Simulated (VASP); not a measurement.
V3Si: single point with PBE

The system is V3Si.

```
Si V
1.0
     4.73800    0.00000    0.00000
     0.00000    4.73800    0.00000
     0.00000    0.00000    4.73800
Si V
2 6
Direct
  0.00000 0.00000 0.00000
  0.50000 0.50000 0.50000
  0.25000 0.00000 0.50000
  0.50000 0.75000 0.00000
  0.75000 0.00000 0.50000
  0.50000 0.25000 0.00000
  0.00000 0.50000 0.75000
  0.00000 0.50000 0.25000
```

| Property | Result |
| --- | --- |
| Program | VASP 6.6.1 |
| Task | single point |
| Functional | PBE |
| Potentials or basis | VASP PAW PBE potentials, release 64 (Si, V_sv) |
| Cutoff | 520 eV |
| k mesh | 5 × 5 × 5 |
| Occupations | fermi-dirac, width 0.05 eV |
| Spin | no spin polarisation |
| Dipole correction | no |
| Further INCAR settings | ALGO = Normal; EDIFF = 1e-07; NBANDS = 53 |

| Quantity | Value |
| --- | --- |
| Pressure | -4.0 GPa |
| Band gap on the k mesh | none (metal or under the smearing width) |

Levels at points of the mesh, in eV from the Fermi level:
```
           k point  band 41  band 42  band 43  band 44  band 45  band 46  band 47  band 48
(0.00, 0.00, 0.00)    -0.57    -0.57    -0.01    -0.01     1.95     1.95     1.95     2.57
```

Wall time 26 s on 1 thread of Intel(R) Xeon(R) 6975P-C (Granite Rapids), on a shared host, peak memory 0.21 GiB.
